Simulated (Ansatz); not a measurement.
# AlGa3N4: opening a crack plane

AlGa3N4, P-43m, a = 4.465 Å. The structure is a Materials Project entry; whether it is the stable form wasn't checked. Ansatz: r2SCAN, PAW, 500 eV, Γ-centred 5×5×3 mesh on 16 atoms, Gaussian smearing 0.05 eV; no spin polarisation. One cut on (100) per cell of 16 atoms is opened rigidly by x, between planes of N and Ga that stand 1.14 Å apart; y is the energy per area (19.939 Å², 1 eV/Å² = 16.02 J/m²).

```
x (Å) y (J/m²)
 0.00     0.000
 0.25     0.603
 0.50     2.074
 0.75         ?
 1.00     5.687
 1.50     8.069
 2.00     9.082
 3.00     9.661
 4.50     9.826
 6.00     9.872
```

Fit the universal binding curve y = W[1 − (1 + x/l) e^(−x/l)] to the other rows, give the peak stress, and predict the missing value.

Least squares gives W = 9.95 J/m² and l = 0.521 Å. The stress dy/dx peaks at x = l with W/(e l) = 70.3 GPa, for rigid faces. At x = 0.75: x/l = 1.440, y = 4.196 J/m². The run gave 3.913 J/m², so the fit is 0.283 J/m² too high, within twice the rms miss on the fitted rows (0.211 J/m²). Note that the gap is closed there and open in the run one row up.

Cost: 12 runs of about 12 core-minutes in all, on Intel Xeon Platinum 8259CL (Skylake/Cascade Lake) (shared hosts).